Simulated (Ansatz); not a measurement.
# Could NbN exist in this structure?

Plane-wave DFT in Ansatz with scalar-relativistic PAW potentials. The crystal relaxes under PBE to Fm-3m with a = 4.422 Å, 10.81 Å³/atom. No spin polarisation.

```
CELL_PARAMETERS angstrom
0.00000 2.21077 2.21077
2.21077 0.00000 2.21077
2.21077 2.21077 0.00000
ATOMIC_POSITIONS crystal
Nb 0.50000 0.50000 0.50000
N 0.00000 0.00000 0.00000
```

Problem. Test it against the elements, against displacements at the zone centre and against strain.

Solution.
- Energy over the elements: -0.955 eV/atom (PBE, standard states in the same functional, gases uncorrected)
- Optical modes at Γ: all 3 real, at 406 cm⁻¹ (PBEsol, no gap at this level, so no LO-TO term)
- Least eigenvalue of the elastic tensor: 81 GPa (PBEsol, smearing 0.15 eV on a cell relaxed with it; where the run has no gap this value hangs on mesh and smearing)

It passes all three tests. So it is a local minimum against everything tried and bound against the elements. Modes at other wave vectors, other structures and decomposition into other compounds weren't tested here. The modes and the tensor belong to cells relaxed at their own level (10.52 Å³/atom for the tensor), not to the cell shown.